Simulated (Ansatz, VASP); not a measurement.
## Si in VASP and in Ansatz

```xyz
2
Lattice="0.0000 2.6600 2.6600 2.6600 0.0000 2.6600 2.6600 2.6600 0.0000" Properties=species:S:1:pos:R:3 pbc="T T T"
Si    2.6600    2.6600    2.6600
Si    3.9901    3.9901    3.9901
```

Change from the starting cell: volume scaled by 0.94.

Alike in both runs: task single point; functional LDA; k mesh 12 × 12 × 12; occupations fermi-dirac, width 0.08 eV; no spin polarisation.

```csv
,VASP,Ansatz
version,VASP 6.6.1,Ansatz 0.2.0
potentials or method,"VASP PAW LDA potentials, release 64 (Si), cutoff 520 eV","all-electron LAPW, scalar-relativistic"
```

Ansatz gave:

| Quantity | Value |
| --- | --- |
| pressure (GPa) | 4.8 |

Task: What did VASP give for the same quantities?

Result: Pressure (GPa): 4.9.

Ansatz ran all-electron here, so the differences hold the error of VASP's frozen core and of both bases.
